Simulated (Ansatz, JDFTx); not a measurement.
Nb: 6 runs at one level of theory

The starting cell:

```
Nb
1.0
    -1.66395    1.66395    1.66395
     1.66395   -1.66395    1.66395
     1.66395    1.66395   -1.66395
Nb
1
Direct
  0.00000 0.00000 0.00000
```

Alike in all runs: task relaxation of cell and atoms; functional PBE; k mesh 11 × 11 × 11; occupations fermi-dirac, width 0.05 eV; no spin polarisation; no spin-orbit coupling.

| program and potentials | plane-wave cutoff (eV) | notes | equilibrium volume (Å³/atom) |
| --- | --- | --- | --- |
| Ansatz, Ansatz PAW | 420 | - | 18.21 |
| Ansatz, all-electron LAPW, scalar-relativistic | - | - | 18.21 |
| JDFTx, Ansatz-NC-SR-PBE with smoothed tails | 1116 | - | 18.21 |
| JDFTx, SPMS-PBE-1.0 with smoothed tails | 1088 | - | 18.23 |
| JDFTx, PseudoDojo-SR-PBE-0.5-stringent with smoothed tails | 1116 | - | 18.22 |
| JDFTx, SG15-PBE-1.2 with smoothed tails | 1088 | - | 18.19 |

The equilibrium volume spans 18.19 (JDFTx, SG15-PBE-1.2 with smoothed tails) to 18.23 Å³/atom (JDFTx, SPMS-PBE-1.0 with smoothed tails), with all-electron results at 18.21. Relaxations stop with a little pressure left, so the last digit of a volume isn't settled.

The functional is the same throughout but for its coding, so the spread measures potentials, basis and numerics; runs on potential files found faulty are left out.
